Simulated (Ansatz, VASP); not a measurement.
**Al: VASP beside Ansatz**

```xyz
1
Lattice="0.0000 2.0207 2.0207 2.0207 0.0000 2.0207 2.0207 2.0207 0.0000" Properties=species:S:1:pos:R:3 pbc="T T T"
Al    0.0000    0.0000    0.0000
```

Alike in both runs: functional PBE; k mesh 18 × 18 × 18; occupations gaussian, width 0.1 eV; no spin polarisation.

Ansatz relaxed the structure, and its values are those at the end. VASP's run is a single point on that final structure, the one shown.

|  | VASP | Ansatz |
| --- | --- | --- |
| version | VASP 6.6.1 | Ansatz 0.2.0 |
| potentials or method | VASP PAW PBE potentials, release 64 (Al) | scalar-relativistic, plane waves, PAW |
| plane-wave cutoff (eV) | 520 | 420 |
| valence electrons in the cell | 3 | 3 |

|  | VASP | Ansatz | Ansatz less VASP |
| --- | --- | --- | --- |
| gap on the k mesh at the Fermi level (eV) | none | none | - |
| pressure (GPa) | 0.0 | 0.0 | +0.04 |

A gap of «none» marks a metal or a gap that the smearing closes. With one functional, cell and mesh, what is left measures potentials, basis and numerics.
